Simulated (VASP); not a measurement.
# W (Im-3m) in VASP: further runs, part 2 of 2

VASP 6.6.1.

### 3 Relaxation of cell and atoms, PBE

This run uses another cell than the first one, of 16.18 Å³/atom, 1.021 times its volume.

Contents of INCAR:

```
SYSTEM = W
PREC = Accurate
ENCUT = 520
EDIFF = 1E-7
ISMEAR = 0
SIGMA = 0.1
LREAL = .FALSE.
LASPH = .TRUE.
NELM = 80
ALGO = Normal
ISIF = 3
LWAVE = .FALSE.
LCHARG = .FALSE.
GGA = PE
IBRION = 2
NSW = 80
EDIFFG = -0.002
```

Contents of KPOINTS:

```
regular mesh
0
G
  12 12 12
  0 0 0
```

Contents of POSCAR:

```
W                                       
1.0
   -1.5932076511      1.5932076511      1.5932076511
    1.5932076511     -1.5932076511      1.5932076511
    1.5932076511      1.5932076511     -1.5932076511
  W             
     1
Direct
     0.0000000000000000    0.0000000000000000    0.0000000000000000
```

Potentials or basis: VASP PAW PBE potentials, release 64 (W_sv).

The run is started by

```sh
$ cat potpaw_PBE.64/W_sv/POTCAR > POTCAR
$ mpirun -np 1 vasp_std > vasp.out
```

OUTCAR:

```text
SYSTEM = W
   PREC = Accurate
   ENCUT = 520
   EDIFF = 1E-7
   ISMEAR = 0
   LREAL = .FALSE.
   LASPH = .TRUE.
   NELM = 80
   ISIF = 3
   GGA = PE
   IBRION = 2
   NSW = 80
   EDIFFG = -0.002

 ion  position               nearest neighbor table
   1  0.000  0.000  0.000-

  LATTYP: Found a body centered cubic cell.
 ALAT       =     3.1864153022

  Lattice vectors:

 A1 = (  -1.5932076511,   1.5932076511,   1.5932076511)
 A2 = (   1.5932076511,  -1.5932076511,   1.5932076511)
 A3 = (   1.5932076511,   1.5932076511,  -1.5932076511)

Analysis of symmetry for initial positions (statically):
=====================================================================
 Subroutine PRICEL returns:
 Original cell was already a primitive cell.

 Routine SETGRP: Setting up the symmetry group for a
 body centered cubic supercell.

 Subroutine GETGRP returns: Found 48 space group operations
 (whereof 48 operations were pure point group operations)
 out of a pool of 48 trial point group operations.

The static configuration has the point symmetry O_h .

Analysis of symmetry for dynamics (positions and initial velocities):
=====================================================================
 Subroutine PRICEL returns:
 Original cell was already a primitive cell.

 Routine SETGRP: Setting up the symmetry group for a
 body centered cubic supercell.

 Subroutine GETGRP returns: Found 48 space group operations
 (whereof 48 operations were pure point group operations)
 out of a pool of 48 trial point group operations.

The dynamic configuration has the point symmetry O_h .

 Subroutine INISYM returns: Found 48 space group operations
 (whereof 48 operations are pure point group operations),
 and found     1 'primitive' translations

----------------------------------------------------------------------------------------

                                     Primitive cell

  volume of cell :      16.1762

  direct lattice vectors                    reciprocal lattice vectors
    -1.593207651  1.593207651  1.593207651     0.000000000  0.313832286  0.313832286
     1.593207651 -1.593207651  1.593207651     0.313832286  0.000000000  0.313832286
     1.593207651  1.593207651 -1.593207651     0.313832286  0.313832286  0.000000000

  length of vectors
     2.759516599  2.759516599  2.759516599     0.443825876  0.443825876  0.443825876

  position of ions in fractional coordinates (direct lattice)
     0.000000000  0.000000000  0.000000000

  ion indices of the primitive-cell ions
   primitive index   ion index
                 1           1

----------------------------------------------------------------------------------------

 KPOINTS: regular mesh

Automatic generation of k-mesh.
 Grid dimensions read from file:
 generate k-points for:   12   12   12

 Generating k-lattice:

  Cartesian coordinates                     Fractional coordinates (reciprocal lattice)
     0.000000000  0.026152691  0.026152691     0.083333333  0.000000000  0.000000000
     0.026152691  0.000000000  0.026152691     0.000000000  0.083333333  0.000000000
     0.026152691  0.026152691  0.000000000     0.000000000  0.000000000  0.083333333

  Length of vectors
     0.036985490  0.036985490  0.036985490

  Shift w.r.t. Gamma in fractional coordinates (k-lattice)
     0.000000000  0.000000000  0.000000000

 Subroutine IBZKPT returns following result:
 ===========================================

 Found     72 irreducible k-points:

 Following reciprocal coordinates:
            Coordinates               Weight
  0.000000  0.000000  0.000000      1.000000
  0.083333  0.000000  0.000000     12.000000
  0.166667  0.000000  0.000000     12.000000
  0.250000  0.000000  0.000000     12.000000
  0.333333  0.000000  0.000000     12.000000
  0.416667  0.000000  0.000000     12.000000
[... 16 lines left out ...]
  0.333333  0.083333  0.083333     24.000000
  0.416667  0.083333  0.083333     12.000000
 [... further k-points ...]
   k-points           NKPTS =     72   k-points in BZ     NKDIM =     72   number of bands    NBANDS=     11
   number of dos      NEDOS =    301   number of ions     NIONS =      1
   total plane-waves  NPLWV =  13824
   dimension x,y,z NGX =    24 NGY =   24 NGZ =   24
   dimension x,y,z NGXF=    48 NGYF=   48 NGZF=   48
   ions per type =               1
   NGX,Y,Z   is equivalent  to a cutoff of  14.46, 14.46, 14.46 a.u.
   NGXF,Y,Z  is equivalent  to a cutoff of  28.92, 28.92, 28.92 a.u.
 SYSTEM =  W
   PREC   = accura    normal or accurate (medium, high low for compatibility)
   ISTART =      0    job   : 0-new  1-cont  2-samecut
   ICHARG =      2    charge: 1-file 2-atom 10-const
   ISPIN  =      1    spin polarized calculation?
   LNONCOLLINEAR =      F non collinear calculations
   LSORBIT =      F    spin-orbit coupling
   LASPH  =      T    aspherical Exc in radial PAW
   ENCUT  =  520.0 eV  38.22 Ry    6.18 a.u.   5.13  5.13  5.13*2*pi/ulx,y,z
   NELM   =     80;   NELMIN=  2; NELMDL= -5     # of ELM steps
   EDIFF  = 0.1E-06   stopping-criterion for ELM
   LREAL  =      F    real-space projection
   EDIFFG = -.2E-02   stopping-criterion for IOM
   NSW    =     80    number of steps for IOM
   IBRION =      2    ionic relax: 0-MD 1-quasi-New 2-CG
   NFREE  =      1    steps in history (QN), initial steepest desc. (CG)
   ISIF   =      3    stress and relaxation
   ISYM   =      2    0-nonsym 1-usesym 2-fastsym
   POTIM  = 0.5000    time-step for ionic-motion
   TEBEG  =    0.0;   TEEND  =   0.0 temperature during run
   PSTRESS=    0.0 pullay stress
   NELECT =      14.0000    total number of electrons
   NUPDOWN=      -1.0000    fix difference up-down
   EMIN   =  10.00;   EMAX   =-10.00  energy-range for DOS
   EFERMI =   0.00;   METHOD = LEGACY
   ISMEAR =     0;   SIGMA  =   0.10  broadening in eV -4-tet -1-fermi 0-gaus
   EFERMI_NEDOS =   21; number of points for ismear=-14 and -15
   IALGO  =     38    algorithm
   IMIX   =      4    mixing-type and parameters
     AMIX     =   0.40;   BMIX     =  1.00
     AMIX_MAG =   1.60;   BMIX_MAG =  1.00
  volume/ion in A,a.u.               =      16.18       109.16
  Fermi-wavevector in a.u.,A,eV,Ry     =   1.560122  2.948202 33.116302  2.433980
  Thomas-Fermi vector in A             =   2.663380
   LORBIT       =      0    0 simple, 1 ext, 2 COOP (PROOUT), +10 PAW based schemes
   GGA     = PE    functional components
   LHFCALC =     F    Hartree Fock is set to
   AEXX    =    0.0000 exact exchange contribution
   IVDW    =     0    specifies the selected vdW correction
   LEPSILON=     F    determine dielectric tensor
   LRPA    =     F    only Hartree local field effects (RPA)
 conjugate gradient relaxation of ions
 non-spin polarized calculation
 Gauss-broadening in eV      SIGMA  =   0.10
  energy-cutoff  :      520.00
  volume of cell :       16.18
 maximum number of plane-waves:       466
 NGX is ok and might be reduce to    24
   NGX = 11   NGY = 11   NGZ = 11

 number of electron      14.0000002 magnetization

 Free energy of the ion-electron system (eV)
  ---------------------------------------------------
  ext. energy  EPLUGINS =         0.00000000
  ---------------------------------------------------
  free energy    TOTEN  =       -12.95650790 eV

  energy without entropy =      -12.95359098  energy(sigma->0) =      -12.95504944

 E-fermi :  11.0446     XC(G=0): -13.5278

 val. band max:       11.0337823606   @ k =  -0.2500   0.3333   0.1667
 cond. band min:      11.0792139481   @ k =  -0.1667   0.1667   0.0833
 fundamental gap:      0.0454315874
 Fermi energy:        11.0445716720

 k-point     1 :       0.0000    0.0000    0.0000
  band No.  band energies     occupation
      1     -63.0686      2.00000
      2     -26.6585      2.00000
      3     -26.6585      2.00000
      4     -26.6584      2.00000
      5       1.6282      2.00000
      6       9.9526      2.00000
      7       9.9526      2.00000
      8       9.9526      2.00000
      9      13.3617      0.00000
     10      13.3617      0.00000
     11      25.6238      0.00000
[... 309 lines left out ...]
 k-point    24 :       0.4167    0.0833    0.0833
  band No.  band energies     occupation
      1     -62.9440      2.00000
      2     -27.7824      2.00000
      3     -27.1059      2.00000
      4     -26.7451      2.00000
      5       5.6529      2.00000
      6       7.6329      2.00000
      7      10.8339      1.99712
      8      13.4848      0.00000
      9      14.2358      0.00000
     10      18.3732      0.00000
     11      20.8011      0.00000

 [... further k-points ...]

------------------------ aborting loop because EDIFF is reached ----------------------------------------

  FORCE on cell =-STRESS in cart. coord.  units (eV):
  Direction    XX          YY          ZZ          XY          YZ          ZX
  --------------------------------------------------------------------------------------
  -------------------------------------------------------------------------------------
  Total       -0.0000826     -0.0000826     -0.0000826      0.0000000     -0.0000000      0.0000000
  in kB       -0.0081844     -0.0081844     -0.0081844      0.0000000     -0.0000000      0.0000000
  external PRESSURE =      -0.0081844 kB  Pullay stress =       0.0000000 kB

 VOLUME and BASIS-vectors are now :
 -----------------------------------------------------------------------------
  energy-cutoff  :      520.00
  volume of cell :       16.18
      direct lattice vectors                 reciprocal lattice vectors
    -1.593207651  1.593207651  1.593207651     0.000000000  0.313832286  0.313832286
     1.593207651 -1.593207651  1.593207651     0.313832286  0.000000000  0.313832286
     1.593207651  1.593207651 -1.593207651     0.313832286  0.313832286  0.000000000

 POSITION                                       TOTAL-FORCE (eV/Angst)
 -----------------------------------------------------------------------------------
      0.00000      0.00000      0.00000         0.000000     -0.000000      0.000000
 -----------------------------------------------------------------------------------
    total drift:                                0.000000      0.000000      0.000000

  FREE ENERGIE OF THE ION-ELECTRON SYSTEM (eV)
  ---------------------------------------------------
  free  energy   TOTEN  =       -12.9565079017 eV

  energy  without entropy=      -12.9535909794  energy(sigma->0) =      -12.95504944

 reached required accuracy - stopping structural energy minimisation
```

OSZICAR:

```text
N       E                     dE             d eps       ncg     rms          rms(c)
DAV:   1     0.756718553909E+02    0.75672E+02   -0.78943E+03  1592   0.144E+03
DAV:   2    -0.119886295628E+02   -0.87660E+02   -0.84532E+02  1709   0.331E+02
DAV:   3    -0.135862192061E+02   -0.15976E+01   -0.15773E+01  1828   0.437E+01
DAV:   4    -0.135949553344E+02   -0.87361E-02   -0.87341E-02  1704   0.349E+00
DAV:   5    -0.135950200621E+02   -0.64728E-04   -0.64728E-04  1767   0.314E-01    0.202E+01
DAV:   6    -0.130922242800E+02    0.50280E+00   -0.60052E-01  1671   0.103E+01    0.791E+00
DAV:   7    -0.129607703691E+02    0.13145E+00   -0.31772E-01  1728   0.702E+00    0.697E-01
DAV:   8    -0.129564985688E+02    0.42718E-02   -0.37361E-03  1620   0.909E-01    0.814E-02
DAV:   9    -0.129565120186E+02   -0.13450E-04   -0.95943E-05  1847   0.130E-01    0.453E-02
DAV:  10    -0.129565072671E+02    0.47515E-05   -0.10611E-05  1691   0.481E-02    0.143E-02
DAV:  11    -0.129565081405E+02   -0.87337E-06   -0.30018E-07  1709   0.583E-03    0.906E-04
DAV:  12    -0.129565079380E+02    0.20252E-06   -0.13520E-08   852   0.124E-03    0.144E-04
DAV:  13    -0.129565079017E+02    0.36291E-07   -0.11597E-09   825   0.463E-04
   1 F= -.12956508E+02 E0= -.12955049E+02  d E =-.129565E+02
```

Run time: 7.3 s. Hardware: 1 thread of Intel Xeon Platinum 8488C (Sapphire Rapids), shared host; peak memory 0.14 GiB.

Results:

* Free energy: -12.9565 eV
* Pressure after relaxing: 0.0 GPa
* Band gap on the k mesh: none (metal or under the smearing width)

Final structure:
```
CELL_PARAMETERS angstrom
-1.59321 1.59321 1.59321
1.59321 -1.59321 1.59321
1.59321 1.59321 -1.59321
ATOMIC_POSITIONS crystal
W 0.00000 0.00000 0.00000
```

Levels at points of the mesh, in eV from the Fermi level:
```tsv
k point	band 5	band 6	band 7	band 8	band 9	band 10
(0.00, 0.00, 0.00)	-9.42	-1.09	-1.09	-1.09	2.32	2.32
(0.50, 0.00, 0.00)	-6.04	-3.37	0.72	2.20	3.15	6.07
(0.50, 0.50, 0.50)	-5.57	-5.57	5.12	5.12	5.12	8.19
```

Caveat: the relaxation stopped at its first step, so nothing moved. The run has no spin-orbit coupling, so splittings on W are missing.

### 4 Single point, PBE

This run uses another cell than the first one, of 16.18 Å³/atom, 1.021 times its volume.

Contents of INCAR:

```
SYSTEM = W
PREC = Accurate
ENCUT = 520
EDIFF = 1E-7
ISMEAR = 0
SIGMA = 0.1
LREAL = .False.
LASPH = .True.
NELM = 80
ALGO = Normal
ISIF = 2
LWAVE = .False.
LCHARG = .False.
GGA = PE
```

Contents of KPOINTS:

```
regular mesh
0
Gamma
  12 12 12
  0 0 0
```

POSCAR is that of step 3.

Potentials or basis: VASP PAW PBE potentials, release 64 (W_sv).

The run is started by

```sh
$ cat potpaw_PBE.64/W_sv/POTCAR > POTCAR
$ mpirun -np 1 vasp_std > vasp.out
```

OUTCAR:

```text
SYSTEM = W
   PREC = Accurate
   ENCUT = 520
   EDIFF = 1E-7
   ISMEAR = 0
   LREAL = .False.
   LASPH = .True.
   NELM = 80
   ISIF = 2
   GGA = PE

 ion  position               nearest neighbor table
   1  0.000  0.000  0.000-

  LATTYP: Found a body centered cubic cell.
 ALAT       =     3.1864153022

  Lattice vectors:

 A1 = (  -1.5932076511,   1.5932076511,   1.5932076511)
 A2 = (   1.5932076511,  -1.5932076511,   1.5932076511)
 A3 = (   1.5932076511,   1.5932076511,  -1.5932076511)

Analysis of symmetry for initial positions (statically):
=====================================================================
 Subroutine PRICEL returns:
 Original cell was already a primitive cell.

 Routine SETGRP: Setting up the symmetry group for a
 body centered cubic supercell.

 Subroutine GETGRP returns: Found 48 space group operations
 (whereof 48 operations were pure point group operations)
 out of a pool of 48 trial point group operations.

[... 166 lines left out ...]
 fundamental gap:      0.0454315874
 Fermi energy:        11.0445716720

 k-point     1 :       0.0000    0.0000    0.0000
  band No.  band energies     occupation
      1     -63.0686      2.00000
      2     -26.6585      2.00000
      3     -26.6585      2.00000
      4     -26.6584      2.00000
      5       1.6282      2.00000
      6       9.9526      2.00000
      7       9.9526      2.00000
      8       9.9526      2.00000
      9      13.3617      0.00000
     10      13.3617      0.00000
     11      25.6238      0.00000
[... 309 lines left out ...]
 k-point    24 :       0.4167    0.0833    0.0833
  band No.  band energies     occupation
      1     -62.9440      2.00000
      2     -27.7824      2.00000
      3     -27.1059      2.00000
      4     -26.7451      2.00000
      5       5.6529      2.00000
      6       7.6329      2.00000
      7      10.8339      1.99712
      8      13.4848      0.00000
      9      14.2358      0.00000
     10      18.3732      0.00000
     11      20.8011      0.00000

 [... further k-points ...]

------------------------ aborting loop because EDIFF is reached ----------------------------------------

  FORCE on cell =-STRESS in cart. coord.  units (eV):
  Direction    XX          YY          ZZ          XY          YZ          ZX
  --------------------------------------------------------------------------------------
  -------------------------------------------------------------------------------------
  Total       -0.0000826     -0.0000826     -0.0000826      0.0000000     -0.0000000      0.0000000
  in kB       -0.0081844     -0.0081844     -0.0081844      0.0000000     -0.0000000      0.0000000
  external PRESSURE =      -0.0081844 kB  Pullay stress =       0.0000000 kB

 VOLUME and BASIS-vectors are now :
 -----------------------------------------------------------------------------
  energy-cutoff  :      520.00
  volume of cell :       16.18
      direct lattice vectors                 reciprocal lattice vectors
    -1.593207651  1.593207651  1.593207651     0.000000000  0.313832286  0.313832286
     1.593207651 -1.593207651  1.593207651     0.313832286  0.000000000  0.313832286
     1.593207651  1.593207651 -1.593207651     0.313832286  0.313832286  0.000000000

 POSITION                                       TOTAL-FORCE (eV/Angst)
 -----------------------------------------------------------------------------------
      0.00000      0.00000      0.00000         0.000000     -0.000000      0.000000
 -----------------------------------------------------------------------------------
    total drift:                                0.000000      0.000000      0.000000

  FREE ENERGIE OF THE ION-ELECTRON SYSTEM (eV)
  ---------------------------------------------------
  free  energy   TOTEN  =       -12.9565079017 eV

  energy  without entropy=      -12.9535909794  energy(sigma->0) =      -12.95504944
```

It took 7.3 s on 1 thread of Intel Xeon Platinum 8488C (Sapphire Rapids), shared host; peak memory 0.14 GiB.

What came out:

```yaml
Free_energy: -12.9565 eV
Pressure: 0.0 GPa
Band_gap_on_the_k_mesh: none (metal or under the smearing width)
```

Spin-orbit coupling is left out, which matters for the levels of W.
